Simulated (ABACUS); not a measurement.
**AlNi: single point with PBE**

Crystal: AlNi.

```xyz
2
Lattice="2.8810 0.0000 0.0000 0.0000 2.8810 0.0000 0.0000 0.0000 2.8810" Properties=species:S:1:pos:R:3 pbc="T T T"
Ni    1.4405    1.4405    1.4405
Al    0.0000    0.0000    0.0000
```

```json
{
 "Program": "ABACUS 3.10.1",
 "Task": "single point",
 "Functional": "PBE",
 "Potentials or basis": "PseudoDojo NC SR 0.4.1 PBE standard",
 "Cutoff": "1333 eV",
 "Density cutoff": "5333 eV",
 "Basis": "plane waves",
 "k mesh": "6 × 6 × 6",
 "Occupations": "fermi-dirac, width 0.05 eV",
 "Spin": "collinear spin, ferromagnetic start",
 "Starting moments": "[1.0, 0.0] μB",
 "Fixed moment": "0.5 μB"
}
```

- Pressure: 3.2 GPa
- Net moment: 0.50 μB per cell
- Absolute moment: 0.50 μB per cell

It took 5.7 s on 4 MPI ranks on Intel(R) Xeon(R) 6975P-C (Granite Rapids), on a shared host, peak memory 0.36 GiB a rank.

Caveat: the k mesh is coarse (spacing up to 0.36 Å⁻¹), so the values aren't converged; the total moment is fixed, so each spin has its own Fermi level.
